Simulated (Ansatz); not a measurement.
Relaxation of a periodic cell of 17 atoms, Si5O12 (host SiO2, host structure P6_522, one Si atom removed), cell charge +2, to a largest force component of 0.03 eV/Å in at most 60 steps.

Computed with DFT PBE, scalar-relativistic, plane waves, PAW in Ansatz. Settings: PAW set soft_1, cutoff 420 eV, k mesh 2x2x2, fermi-dirac smearing 0.02 eV, no spin polarisation.

```xyz
17
Lattice="7.3006 0.0000 0.0000 -3.6503 6.3225 0.0000 0.0000 0.0000 7.0051" Properties=species:S:1:pos:R:3
Si 1.098 4.849 2.919
Si 2.552 -1.474 7.589
Si 0.000 2.947 5.254
Si 4.748 1.474 4.086
Si 3.650 3.375 1.751
O 3.055 2.451 0.584
O -2.493 4.318 1.168
O 4.245 2.451 2.919
O 2.493 4.318 2.335
O 1.158 2.005 5.838
O 3.650 1.420 5.254
O -0.595 3.871 6.421
O 2.315 0.000 0.000
O -1.158 2.005 4.670
O 0.000 4.902 1.751
O 0.595 3.871 4.086
O 4.986 0.000 3.503
```

Where does it end, and by what steps?

The forces met the threshold. Limits of this set-up: coarse k mesh, no spin, though dangling bonds at a vacancy may carry it, a small cell, in which the defect meets its images, charged cell in a uniform background, uncorrected. After 34 steps the energy has fallen by 3.402 eV; O11 moved furthest, 0.98 Å. Joined: O6–O11 (2.62 → 1.25 Å).

```
step  energy less start (eV)  largest force component (eV/Å)  accepted
   0                  0.0000                           1.877       yes
   2                 -0.5134                           0.472       yes
   4                 -0.5801                           0.143       yes
   6                 -0.6602                           0.099       yes
   8                 -0.6675                           0.186       yes
  10                 -0.6843                           0.181       yes
  12                 -0.7238                           0.476       yes
  14                 -0.7576                           0.645       yes
  16                 -0.9288                           0.701       yes
  18                 -0.9832                           0.714        no
  20                 -1.0335                           0.122       yes
  22                 -1.0417                           0.058       yes
  24                 -1.5133                           2.065       yes
  26                 -2.9117                           1.505       yes
  28                 -2.9126                           2.794        no
  30                 -3.3567                           0.630       yes
  32                 -3.3912                           0.148       yes
  34                 -3.4024                           0.019       yes
```

```xyz
17
Lattice="7.3006 0.0000 0.0000 -3.6503 6.3225 0.0000 0.0000 0.0000 7.0051" Properties=species:S:1:pos:R:3
Si 1.086 4.842 2.919
Si 2.585 -1.466 7.645
Si 0.023 2.972 5.197
Si 4.738 1.455 4.049
Si 3.629 3.375 1.788
O 3.254 2.560 -0.373
O -2.356 3.977 1.133
O 3.864 2.231 2.919
O 2.414 4.365 2.049
O 0.827 2.239 6.405
O 3.844 1.538 6.211
O -0.189 4.106 6.421
O 2.352 -0.404 -0.567
O -1.384 2.294 4.705
O -0.133 5.168 1.903
O 0.759 3.623 3.935
O 4.987 -0.092 3.789
```

Time of the run: 3.8 min on 1 thread of Arm Neoverse V2, on a shared host, peak memory 0.5 GiB.
